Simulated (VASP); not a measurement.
# Au (Pm-3m) in VASP: reference runs

Reference runs on Au: the cell as given.

All numbers are computed with VASP 6.6.1; they aren't measurements. Logs are shortened: lines on timing, memory, paths and dates and some standing lists are left out, and cuts for length are marked.

## (1) The crystal as given

Symmetry: Pm-3m, No. 221, cubic system. Conventional cell: a = 2.748 Å, b = 2.748 Å, c = 2.748 Å, α = 90.00°, β = 90.00°, γ = 90.00°. Around Au (site symmetry m-3m) lie 6 Au at 2.75 Å.

The cell was built by a generator and needn't be a form met in nature.

## (2) Single point, PBE

Contents of INCAR:

```
PREC = Accurate ; ENCUT = 520
EDIFF = 1E-7 ; ISMEAR = -1
SIGMA = 0.05 ; LREAL = False
LASPH = True ; NELM = 80
ALGO = Normal ; ISIF = 2
LWAVE = False ; LCHARG = True
GGA = PE ; LELF = True
LVHAR = True ; NBANDS = 12
```

Contents of KPOINTS:

```
Automatic mesh
0
Gamma
  10 10 10
```

Contents of POSCAR:

```
Au
1.0
    2.7484100000      0.0000000000      0.0000000000
    0.0000000000      2.7484100000      0.0000000000
    0.0000000000      0.0000000000      2.7484100000
Au
1
Direct
    0.5000000000      0.5000000000      0.5000000000
```

Potentials or basis: VASP PAW PBE potentials, release 64 (Au).

Started as:

```
$ cat potpaw_PBE.64/Au/POTCAR > POTCAR
$ mpirun -np 1 vasp_std > vasp.out
```

OUTCAR:

```text
PREC = Accurate
   ENCUT = 520
   EDIFF = 1E-7
   ISMEAR = -1
   LREAL = False
   LASPH = True
   NELM = 80
   ISIF = 2
   GGA = PE

 ion  position               nearest neighbor table
   1  0.500  0.500  0.500-

  LATTYP: Found a simple cubic cell.
 ALAT       =     2.7484100000

  Lattice vectors:

 A1 = (   2.7484100000,   0.0000000000,   0.0000000000)
 A2 = (   0.0000000000,   2.7484100000,   0.0000000000)
 A3 = (   0.0000000000,   0.0000000000,   2.7484100000)

Analysis of symmetry for initial positions (statically):
=====================================================================
 Subroutine PRICEL returns:
 Original cell was already a primitive cell.

 Routine SETGRP: Setting up the symmetry group for a
 simple cubic supercell.

 Subroutine GETGRP returns: Found 48 space group operations
 (whereof 48 operations were pure point group operations)
 out of a pool of 48 trial point group operations.

The static configuration has the point symmetry O_h .

Analysis of symmetry for dynamics (positions and initial velocities):
=====================================================================
 Subroutine PRICEL returns:
 Original cell was already a primitive cell.

 Routine SETGRP: Setting up the symmetry group for a
 simple cubic supercell.

 Subroutine GETGRP returns: Found 48 space group operations
 (whereof 48 operations were pure point group operations)
 out of a pool of 48 trial point group operations.

The dynamic configuration has the point symmetry O_h .

 Subroutine INISYM returns: Found 48 space group operations
 (whereof 48 operations are pure point group operations),
 and found     1 'primitive' translations

----------------------------------------------------------------------------------------

                                     Primitive cell

  volume of cell :      20.7608

  direct lattice vectors                    reciprocal lattice vectors
     2.748410000  0.000000000  0.000000000     0.363846733  0.000000000  0.000000000
     0.000000000  2.748410000  0.000000000     0.000000000  0.363846733  0.000000000
     0.000000000  0.000000000  2.748410000     0.000000000  0.000000000  0.363846733

  length of vectors
     2.748410000  2.748410000  2.748410000     0.363846733  0.363846733  0.363846733

  position of ions in fractional coordinates (direct lattice)
     0.500000000  0.500000000  0.500000000

[... 70 lines left out ...]
   LNONCOLLINEAR =      F non collinear calculations
   LSORBIT =      F    spin-orbit coupling
   LASPH  =      T    aspherical Exc in radial PAW
   ENCUT  =  520.0 eV  38.22 Ry    6.18 a.u.   5.11  5.11  5.11*2*pi/ulx,y,z
   NELM   =     80;   NELMIN=  2; NELMDL= -5     # of ELM steps
   EDIFF  = 0.1E-06   stopping-criterion for ELM
   LREAL  =      F    real-space projection
   EDIFFG = 0.1E-05   stopping-criterion for IOM
   NSW    =      0    number of steps for IOM
   IBRION =     -1    ionic relax: 0-MD 1-quasi-New 2-CG
   NFREE  =      0    steps in history (QN), initial steepest desc. (CG)
   ISIF   =      2    stress and relaxation
   ISYM   =      2    0-nonsym 1-usesym 2-fastsym
   POTIM  = 0.5000    time-step for ionic-motion
   TEBEG  =    0.0;   TEEND  =   0.0 temperature during run
   PSTRESS=    0.0 pullay stress
   NELECT =      11.0000    total number of electrons
   NUPDOWN=      -1.0000    fix difference up-down
   EMIN   =  10.00;   EMAX   =-10.00  energy-range for DOS
   EFERMI =   0.00;   METHOD = LEGACY
   ISMEAR =    -1;   SIGMA  =   0.05  broadening in eV -4-tet -1-fermi 0-gaus
   EFERMI_NEDOS =   21; number of points for ismear=-14 and -15
   IALGO  =     38    algorithm
   IMIX   =      4    mixing-type and parameters
     AMIX     =   0.40;   BMIX     =  1.00
     AMIX_MAG =   1.60;   BMIX_MAG =  1.00
  volume/ion in A,a.u.               =      20.76       140.10
  Fermi-wavevector in a.u.,A,eV,Ry     =   1.324720  2.503358 23.876646  1.754884
  Thomas-Fermi vector in A             =   2.454234
   LORBIT       =      0    0 simple, 1 ext, 2 COOP (PROOUT), +10 PAW based schemes
   GGA     = PE    functional components
[... 5 lines left out ...]
 non-spin polarized calculation
  energy-cutoff  :      520.00
  volume of cell :       20.76
 maximum number of plane-waves:       587
   NGX = 11   NGY = 11   NGZ = 11

 number of electron      10.9999996 magnetization

 Free energy of the ion-electron system (eV)
  ---------------------------------------------------
  ext. energy  EPLUGINS =         0.00000000
  ---------------------------------------------------
  free energy    TOTEN  =        -3.01310711 eV

  energy without entropy =       -3.00979607  energy(sigma->0) =       -3.01145159

 E-fermi :   6.2770     XC(G=0): -11.4229

 val. band max:        6.1788373413   @ k =   0.4000   0.3000   0.0000
 cond. band min:       6.3372798813   @ k =   0.4000   0.2000   0.2000
 fundamental gap:      0.1584425399
 Fermi energy:         6.2769602375

 k-point     1 :       0.0000    0.0000    0.0000
  band No.  band energies     occupation
      1      -1.4735      2.00000
      2       0.6766      2.00000
      3       0.6766      2.00000
      4       4.8362      2.00000
      5       4.8362      2.00000
      6       4.8362      2.00000
      7      20.1111      0.00000
      8      20.1111      0.00000
      9      20.1111      0.00000
     10      24.9190      0.00000
     11      27.3524      0.00000
     12      27.3524      0.00000
[... 331 lines left out ...]
 k-point    24 :       0.3000    0.1000    0.1000
  band No.  band energies     occupation
      1       0.4810      2.00000
      2       1.2287      2.00000
      3       2.6244      2.00000
      4       3.6773      2.00000
      5       3.9774      2.00000
      6       4.6292      2.00000
      7      13.1528      0.00000
      8      20.7749      0.00000
      9      21.4498      0.00000
     10      25.2042      0.00000
     11      27.7789      0.00000
     12      30.3639      0.00000

 [... further k-points ...]
[... 5 lines left out ...]
  --------------------------------------------------------------------------------------
  -------------------------------------------------------------------------------------
  Total        0.0068886      0.0068886      0.0068886     -0.0000000     -0.0000000      0.0000000
  in kB        0.5316184      0.5316184      0.5316184     -0.0000000     -0.0000000      0.0000000
  external PRESSURE =       0.5316184 kB  Pullay stress =       0.0000000 kB

 VOLUME and BASIS-vectors are now :
 -----------------------------------------------------------------------------
  energy-cutoff  :      520.00
  volume of cell :       20.76
      direct lattice vectors                 reciprocal lattice vectors
     2.748410000  0.000000000  0.000000000     0.363846733  0.000000000  0.000000000
     0.000000000  2.748410000  0.000000000     0.000000000  0.363846733  0.000000000
     0.000000000  0.000000000  2.748410000     0.000000000  0.000000000  0.363846733

 POSITION                                       TOTAL-FORCE (eV/Angst)
 -----------------------------------------------------------------------------------
      1.37420      1.37420      1.37420         0.000000      0.000000      0.000000
 -----------------------------------------------------------------------------------
    total drift:                               -0.000000      0.000000     -0.000000

  FREE ENERGIE OF THE ION-ELECTRON SYSTEM (eV)
  ---------------------------------------------------
  free  energy   TOTEN  =        -3.0131071145 eV

  energy  without entropy=       -3.0097960748  energy(sigma->0) =       -3.01145159
```

OSZICAR:

```text
N       E                     dE             d eps       ncg     rms          rms(c)
DAV:   1     0.496760895941E+02    0.49676E+02   -0.54918E+03  1360   0.808E+02
DAV:   2    -0.258116127585E+01   -0.52257E+02   -0.49282E+02  1568   0.181E+02
DAV:   3    -0.328831498632E+01   -0.70715E+00   -0.70667E+00  1572   0.205E+01
DAV:   4    -0.329082310080E+01   -0.25081E-02   -0.25080E-02  1532   0.142E+00
DAV:   5    -0.329084658267E+01   -0.23482E-04   -0.23481E-04  1592   0.136E-01    0.643E+00
DAV:   6    -0.302330670622E+01    0.26754E+00   -0.89045E-01  1400   0.717E+00    0.456E+00
DAV:   7    -0.301529257765E+01    0.80141E-02   -0.14319E-02  1528   0.984E-01    0.256E+00
DAV:   8    -0.301310439227E+01    0.21882E-02   -0.11179E-03  1468   0.237E-01    0.786E-02
DAV:   9    -0.301310116117E+01    0.32311E-05   -0.81819E-05  1524   0.693E-02    0.116E-02
DAV:  10    -0.301310715138E+01   -0.59902E-05   -0.40398E-06  1544   0.187E-02    0.201E-03
DAV:  11    -0.301310711449E+01    0.36894E-07   -0.20732E-07  1308   0.349E-03
   1 F= -.30131071E+01 E0= -.30114516E+01  d E =-.331104E-02
```

stdout:

```text
POSCAR found type information on POSCAR Au
 POSCAR found :  1 types and       1 ions
 scaLAPACK will be used
 LDA part: xc-table for (Slater+PW92), standard interpolation
 POSCAR, INCAR and KPOINTS ok, starting setup
 FFT: planning ... GRIDC
 FFT: planning ... GRID_SOFT
 FFT: planning ... GRID
 WAVECAR not read
 entering main loop
```

It took 6.1 s on 1 thread of Intel Xeon Platinum 8488C (Sapphire Rapids), shared host; peak memory 0.13 GiB.

What came out:

| Item | Value |
| --- | --- |
| Free energy | -3.0131 eV |
| Pressure | 0.1 GPa |
| Band gap on the k mesh | none (metal or under the smearing width) |

Levels at points of the mesh, in eV from the Fermi level:
| k point | band 1 | band 2 | band 3 | band 4 | band 5 | band 6 | band 7 | band 8 | band 9 | band 10 |
| --- | --- | --- | --- | --- | --- | --- | --- | --- | --- | --- |
| (0.00, 0.00, 0.00) | -7.75 | -5.60 | -5.60 | -1.44 | -1.44 | -1.44 | 13.83 | 13.83 | 13.83 | 18.64 |
| (0.50, 0.00, 0.00) | -5.68 | -5.21 | -2.86 | -2.86 | -1.31 | -0.42 | 2.04 | 16.32 | 18.42 | 18.94 |
| (0.50, 0.50, 0.00) | -5.54 | -4.87 | -2.61 | -2.61 | -0.30 | 3.84 | 3.84 | 6.37 | 11.45 | 20.48 |
| (0.50, 0.50, 0.50) | -4.87 | -4.87 | -4.87 | -0.21 | -0.21 | 8.40 | 8.40 | 8.40 | 10.17 | 12.11 |
